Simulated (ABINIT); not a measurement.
# BN (F-43m) in ABINIT: further runs

Aim: see how the results for BN move with the level of theory and the settings. Levels: BLYP+D3(BJ), SCAN, SOGGA, PBE, HCTH407. Tasks: equation of state, band structure.

All numbers are computed with ABINIT 10.8.3 (patched build); they aren't measurements. Logs are shortened: lines on timing, memory, paths and dates and some standing lists are left out, and cuts for length are marked. The log counts tension as positive stress, the text compression.

**The experiment to reproduce.**

From “Effect of nanostructuration on compressibility of cubic BN”, 2012, arxiv:1208.3664, for a bulk crystal of BN at 300 K: bulk modulus 395 ± 2 GPa.

A printed reference work, monograph reports, for a bulk crystal of BN at 300 K: band gap 6.4 eV (indirect).

How close the calculation comes is told below.

## Step 1: Starting point

The structure is cubic, space group F-43m (No. 216). The conventional cell has a = 3.626 Å, b = 3.626 Å, c = 3.626 Å, α = 90.00°, β = 90.00°, γ = 90.00°. N (site symmetry -43m) has 4 B at 1.57 Å as nearest neighbours. B (site symmetry -43m) has 4 N at 1.57 Å as nearest neighbours.

The cell is a database's computed one.

## Step 2: Equation of state, BLYP+D3(BJ)

run.abi reads:

```
# Datasets: one volume each
ndtset 7
getwfk -1
scalecart1 3*0.9795861087
scalecart2 3*0.9864848297
scalecart3 3*0.9932883884
scalecart4 3*1.0000000000
scalecart5 3*1.0066227096
scalecart6 3*1.0131594038
scalecart7 3*1.0196128224

# Pseudopotentials
pp_dirpath "./"
pseudos "N.GGA_PBE-JTH.xml, B.GGA_PBE-JTH.xml"

# Structure
acell 2.5639706028 2.5639706028 2.5639706028 Angstrom
rprim
     0.0000000000     0.7071067812     0.7071067812
     0.7071067812     0.0000000000     0.7071067812
     0.7071067812     0.7071067812     0.0000000000
ntypat 2
znucl 7 5
natom 2
typat 1 2
xred
     0.2500000000     0.2500000000     0.2500000000
     0.0000000000     0.0000000000     0.0000000000

# Plane-wave basis
ecut 680.284656 eV
pawecutdg 47.0

# k points
kptopt 1
ngkpt 13 13 13
nshiftk 1
shiftk 0.0 0.0 0.0

# Exchange and correlation
ixc -106131
vdw_xc 7

# Bands and occupations
nband 8
occopt 3
tsmear 0.05 eV

# SCF cycle
nstep 100
tolvrs 1.0e-9

# Output
iomode 3
prtwf 1
prtden 0
prteig 0
prtebands 0
```

Potentials or basis: JTH PAW PBE v2.0.

Started as:

```sh
$ abinit run.abi > log 2>&1
```

run.abo:

```text
.Version 10.8.3 of ABINIT
 DATASET    1 : space group F-4 3 m (#216); Bravais cF (face-center cubic)
================================================================================
 Values of the parameters that define the memory need for DATASET  1.
     intxc =       0    ionmov =       0      iscf =      17    lmnmax =       8
     lnmax =       4     mgfft =      24  mpssoang =       2    mqgrid =    3001
     natom =       2  nloc_mem =       2    nspden =       1   nspinor =       1
    nsppol =       1      nsym =      24    n1xccc =       1    ntypat =       2
    occopt =       3   xclevel =       2
       mpw =         465          nfft =       13824          nkpt =          84
 PAW method is used; the additional fine FFT grid is defined by:
   mgfftf=        30    nfftf =     27000
================================================================================
================================================================================
[... 71 lines left out ...]
 DATASET    7 : space group F-4 3 m (#216); Bravais cF (face-center cubic)
================================================================================
 Values of the parameters that define the memory need for DATASET  7.
     intxc =       0    ionmov =       0      iscf =      17    lmnmax =       8
     lnmax =       4     mgfft =      24  mpssoang =       2    mqgrid =    3001
     natom =       2  nloc_mem =       2    nspden =       1   nspinor =       1
    nsppol =       1      nsym =      24    n1xccc =       1    ntypat =       2
    occopt =       3   xclevel =       2
       mpw =         532          nfft =       13824          nkpt =          84
 PAW method is used; the additional fine FFT grid is defined by:
   mgfftf=        32    nfftf =     32768
================================================================================
================================================================================

--------------------------------------------------------------------------------
------------- Echo of variables that govern the present computation ------------
--------------------------------------------------------------------------------
 -outvars: echo values of preprocessed input variables --------
            acell      4.8452022342E+00  4.8452022342E+00  4.8452022342E+00 Bohr
              amu      1.40067400E+01  1.08110000E+01
             ecut      2.50000000E+01 Hartree
           getwfk          -1
                       outvar_i_n : Printing only first  50 k-points.
              ixc     -106131
           jdtset        1    2    3    4    5    6    7
                       outvar_i_n : Printing only first  50 k-points.
         kptrlatt       13    0    0      0   13    0      0    0   13
          kptrlen1     6.17018064E+01
          kptrlen2     6.21363405E+01
          kptrlen3     6.25648805E+01
          kptrlen4     6.29876290E+01
          kptrlen5     6.34047778E+01
          kptrlen6     6.38165087E+01
          kptrlen7     6.42229942E+01
            natom           2
            nband           8
           ndtset           7
            ngfft          24      24      24
          ngfftdg1         30      30      30
          ngfftdg2         30      30      30
          ngfftdg3         30      30      30
          ngfftdg4         30      30      30
          ngfftdg5         32      32      32
          ngfftdg6         32      32      32
          ngfftdg7         32      32      32
             nkpt          84
            nstep         100
             nsym          24
           ntypat           2
                       prtocc : prtvol=0, do not print more k-points.
           occopt           3
        pawecutdg      4.70000000E+01 Hartree
         pawxcdev           0
           prtden           0
        prtebands           0
           prteig           0
            rprim1     0.0000000000E+00  6.9267198023E-01  6.9267198023E-01
                       6.9267198023E-01  0.0000000000E+00  6.9267198023E-01
                       6.9267198023E-01  6.9267198023E-01  0.0000000000E+00
            rprim2     0.0000000000E+00  6.9755011263E-01  6.9755011263E-01
                       6.9755011263E-01  0.0000000000E+00  6.9755011263E-01
                       6.9755011263E-01  6.9755011263E-01  0.0000000000E+00
            rprim3     0.0000000000E+00  7.0236095512E-01  7.0236095512E-01
                       7.0236095512E-01  0.0000000000E+00  7.0236095512E-01
                       7.0236095512E-01  7.0236095512E-01  0.0000000000E+00
            rprim4     0.0000000000E+00  7.0710678120E-01  7.0710678120E-01
                       7.0710678120E-01  0.0000000000E+00  7.0710678120E-01
                       7.0710678120E-01  7.0710678120E-01  0.0000000000E+00
            rprim5     0.0000000000E+00  7.1178974407E-01  7.1178974407E-01
                       7.1178974407E-01  0.0000000000E+00  7.1178974407E-01
                       7.1178974407E-01  7.1178974407E-01  0.0000000000E+00
            rprim6     0.0000000000E+00  7.1641188486E-01  7.1641188486E-01
                       7.1641188486E-01  0.0000000000E+00  7.1641188486E-01
                       7.1641188486E-01  7.1641188486E-01  0.0000000000E+00
            rprim7     0.0000000000E+00  7.2097514092E-01  7.2097514092E-01
                       7.2097514092E-01  0.0000000000E+00  7.2097514092E-01
                       7.2097514092E-01  7.2097514092E-01  0.0000000000E+00
          spgroup         216
           tolvrs      1.00000000E-09
           tsmear      1.83746611E-03 Hartree
            typat      1  2
           useylm           1
           vdw_xc           7
                       outvars : Printing only first  50 k-points.
           xangst1     8.8799529735E-01  8.8799529735E-01  8.8799529735E-01
                       0.0000000000E+00  0.0000000000E+00  0.0000000000E+00
           xangst2     8.9424899138E-01  8.9424899138E-01  8.9424899138E-01
                       0.0000000000E+00  0.0000000000E+00  0.0000000000E+00
           xangst3     9.0041642075E-01  9.0041642075E-01  9.0041642075E-01
                       0.0000000000E+00  0.0000000000E+00  0.0000000000E+00
           xangst4     9.0650050002E-01  9.0650050002E-01  9.0650050002E-01
                       0.0000000000E+00  0.0000000000E+00  0.0000000000E+00
           xangst5     9.1250398958E-01  9.1250398958E-01  9.1250398958E-01
                       0.0000000000E+00  0.0000000000E+00  0.0000000000E+00
           xangst6     9.1842950614E-01  9.1842950614E-01  9.1842950614E-01
                       0.0000000000E+00  0.0000000000E+00  0.0000000000E+00
           xangst7     9.2427953333E-01  9.2427953333E-01  9.2427953333E-01
                       0.0000000000E+00  0.0000000000E+00  0.0000000000E+00
            xcart1     1.6780679131E+00  1.6780679131E+00  1.6780679131E+00
                       0.0000000000E+00  0.0000000000E+00  0.0000000000E+00
            xcart2     1.6898856821E+00  1.6898856821E+00  1.6898856821E+00
                       0.0000000000E+00  0.0000000000E+00  0.0000000000E+00
            xcart3     1.7015404345E+00  1.7015404345E+00  1.7015404345E+00
                       0.0000000000E+00  0.0000000000E+00  0.0000000000E+00
            xcart4     1.7130376780E+00  1.7130376780E+00  1.7130376780E+00
                       0.0000000000E+00  0.0000000000E+00  0.0000000000E+00
            xcart5     1.7243826291E+00  1.7243826291E+00  1.7243826291E+00
                       0.0000000000E+00  0.0000000000E+00  0.0000000000E+00
            xcart6     1.7355802326E+00  1.7355802326E+00  1.7355802326E+00
                       0.0000000000E+00  0.0000000000E+00  0.0000000000E+00
            xcart7     1.7466351818E+00  1.7466351818E+00  1.7466351818E+00
                       0.0000000000E+00  0.0000000000E+00  0.0000000000E+00
             xred      2.5000000000E-01  2.5000000000E-01  2.5000000000E-01
                       0.0000000000E+00  0.0000000000E+00  0.0000000000E+00
            znucl        7.00000    5.00000

================================================================================

 chkinp: Checking input parameters for consistency, jdtset=   1.

 chkinp: Checking input parameters for consistency, jdtset=   2.
[... 42 lines left out ...]
 getcut: wavevector=  0.0000  0.0000  0.0000  ngfft=  30  30  30
         ecut(hartree)=     47.000   => boxcut(ratio)=   2.05038

--- Pseudopotential description ------------------------------------------------
- pspini: atom type   1  psp file is ./N.GGA_PBE-JTH.xml
 Pseudopotential format is: paw10
 basis_size (lnmax)=  4 (lmn_size=  8), orbitals=   0   0   1   1
 Spheres core radius: rc_sph= 1.20497474
 Shapefunction is SIN type: shapef(r)=[sin(pi*r/rshp)/(pi*r/rshp)]**2
 Radius for shape functions =  1.00243812
 Compensation charge density is not taken into account in XC energy/potential

- pspini: atom type   2  psp file is ./B.GGA_PBE-JTH.xml
 Pseudopotential format is: paw10
 basis_size (lnmax)=  4 (lmn_size=  8), orbitals=   0   0   1   1
 Spheres core radius: rc_sph= 1.70616958
 Shapefunction is SIN type: shapef(r)=[sin(pi*r/rshp)/(pi*r/rshp)]**2
 Radius for shape functions =  1.40269776
 Compensation charge density is not taken into account in XC energy/potential

   5.83076110E+01                                ecore*ucvol(ha*bohr**3)
--------------------------------------------------------------------------------

[... 1227 lines left out ...]
-Cartesian components of stress tensor (GPa)         [Pressure= -2.3813E+01 GPa]
- sigma(1 1)=  2.38132270E+01  sigma(3 2)=  0.00000000E+00
- sigma(2 2)=  2.38132270E+01  sigma(3 1)=  0.00000000E+00
- sigma(3 3)=  2.38132270E+01  sigma(2 1)=  0.00000000E+00

== END DATASET(S) ==============================================================
================================================================================

 -outvars: echo values of variables after computation  --------
            acell      4.8452022342E+00  4.8452022342E+00  4.8452022342E+00 Bohr
           etotal1    -1.2980365033E+01
           etotal2    -1.2981208317E+01
           etotal3    -1.2981576232E+01
           etotal4    -1.2981517108E+01
           etotal5    -1.2981064953E+01
           etotal6    -1.2980262015E+01
           etotal7    -1.2979139274E+01
            fcart1    -1.6046103988E-28 -1.6547544737E-28  5.0144074961E-28
                       1.6046103988E-28  1.6547544737E-28 -5.0144074961E-28
            fcart2    -0.0000000000E+00 -0.0000000000E+00 -0.0000000000E+00
                      -0.0000000000E+00 -0.0000000000E+00 -0.0000000000E+00
            fcart3    -3.0907715120E-31 -3.0907715120E-31  9.2723145361E-31
                       3.0907715120E-31  3.0907715120E-31 -9.2723145361E-31
            fcart4    -0.0000000000E+00 -0.0000000000E+00 -0.0000000000E+00
                      -0.0000000000E+00 -0.0000000000E+00 -0.0000000000E+00
            fcart5    -0.0000000000E+00 -0.0000000000E+00 -0.0000000000E+00
                      -0.0000000000E+00 -0.0000000000E+00 -0.0000000000E+00
[... 38 lines left out ...]
                       0.0000000000E+00  0.0000000000E+00  0.0000000000E+00
           xangst1     8.8799529735E-01  8.8799529735E-01  8.8799529735E-01
                       0.0000000000E+00  0.0000000000E+00  0.0000000000E+00
           xangst2     8.9424899138E-01  8.9424899138E-01  8.9424899138E-01
                       0.0000000000E+00  0.0000000000E+00  0.0000000000E+00
           xangst3     9.0041642075E-01  9.0041642075E-01  9.0041642075E-01
                       0.0000000000E+00  0.0000000000E+00  0.0000000000E+00
           xangst4     9.0650050002E-01  9.0650050002E-01  9.0650050002E-01
                       0.0000000000E+00  0.0000000000E+00  0.0000000000E+00
           xangst5     9.1250398958E-01  9.1250398958E-01  9.1250398958E-01
                       0.0000000000E+00  0.0000000000E+00  0.0000000000E+00
           xangst6     9.1842950614E-01  9.1842950614E-01  9.1842950614E-01
                       0.0000000000E+00  0.0000000000E+00  0.0000000000E+00
           xangst7     9.2427953333E-01  9.2427953333E-01  9.2427953333E-01
                       0.0000000000E+00  0.0000000000E+00  0.0000000000E+00
             xred      2.5000000000E-01  2.5000000000E-01  2.5000000000E-01
                       0.0000000000E+00  0.0000000000E+00  0.0000000000E+00
 Calculation completed.
```

It took 1.8 min on 1 thread of Arm Neoverse N1, shared host; peak memory 0.12 GiB.

Results:

```yaml
Equilibrium_volume: 5.88 Å³/atom
Bulk_modulus: 374 GPa
Pressure_derivative_of_the_bulk_modulus: 3.9
```

Energy against volume, from the lowest point:
| volume (Å³/atom) | energy (meV/atom) |
| --- | --- |
| 5.602 | 16.48 |
| 5.721 | 5.01 |
| 5.840 | 0.00 |
| 5.959 | 0.80 |
| 6.078 | 6.96 |
| 6.198 | 17.88 |
| 6.317 | 33.16 |

Caveat: the cutoff is too short for stress, so the log's stress isn't used; pressures at fixed basis lie under the slope of the energies; the PAW data sets were made with another functional, which shifts forces and pressure a little; the atomic spheres overlap.

[end of part 1 of 2]
